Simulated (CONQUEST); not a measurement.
# MgI2 under changes of volume

One of the cells (34.041 Å³/atom); the others are scaled copies at fixed shape and fractional positions:

```xyz
6
Lattice="4.1400 0.0000 0.0000 0.0000 6.8800 0.0000 0.0000 0.0000 7.1707" Properties=species:S:1:pos:R:3 pbc="T T T"
I     0.0000    5.1600    2.3902
I     2.0700    5.1600    5.9756
I     0.0000    1.7200    4.7805
I     2.0700    1.7200    1.1951
Mg    0.0000    0.0000    0.0000
Mg    2.0700    0.0000    3.5853
```

* Program: CONQUEST 1.3
* Functional: PBE
* Potentials or basis: PseudoDojo NC PBE, DZP, grid of 40 × 72 × 72 points
* k mesh: 7 × 4 × 4
* Occupations: fermi-dirac, width 0.05 eV
* Spin: no spin polarisation

```csv
volume (Å³/atom),energy over the lowest point (meV/atom),pressure (GPa),gap on the mesh (eV),largest force (eV/Å)
31.998,39.44,3.9,3.62,0.342
32.679,24.83,3.0,3.60,0.230
33.360,13.77,2.2,3.57,0.125
34.041,?,?,?,?
34.722,1.67,0.7,3.52,0.075
35.402,0.00,0.1,3.49,0.161
36.083,0.75,-0.5,3.46,0.248
```

Q: What does the run at 34.041 Å³/atom give?

A: Energy over the lowest point 6.18 meV/atom; pressure 1.4 GPa; gap on the mesh 3.55 eV; largest force 0.017 eV/Å.

Worked out: A Birch-Murnaghan fit of order 3 (a polynomial in V^(-2/3)) to the other rows has its minimum at 35.52 Å³/atom with B0 = V·E''(V) = 31 GPa and B' = 3.9 at fixed shape and positions, which overstates the stiffness. It gives 6.21 meV/atom at 34.041 Å³/atom, against the run's 6.18, and -dE/dV = 1.4 GPa, against 1.4. A straight line through the other rows of the gap, of slope -1.34 eV per unit of ln V, gives 3.54 eV, against the run's 3.55.

Energies are extrapolated to zero smearing.

Caveats: spin-orbit coupling is left out, which moves the levels of the heavy elements; an odd mesh through Γ misses points on the zone boundary, where band edges often lie; the cell's inner coordinates are idealised or old, which leaves forces on the atoms; this functional lacks dispersion, which binds the layers, so the pressure and a relaxed spacing across them are unreliable; the basis of atomic orbitals isn't converged, which shifts pressures, moduli and gaps.
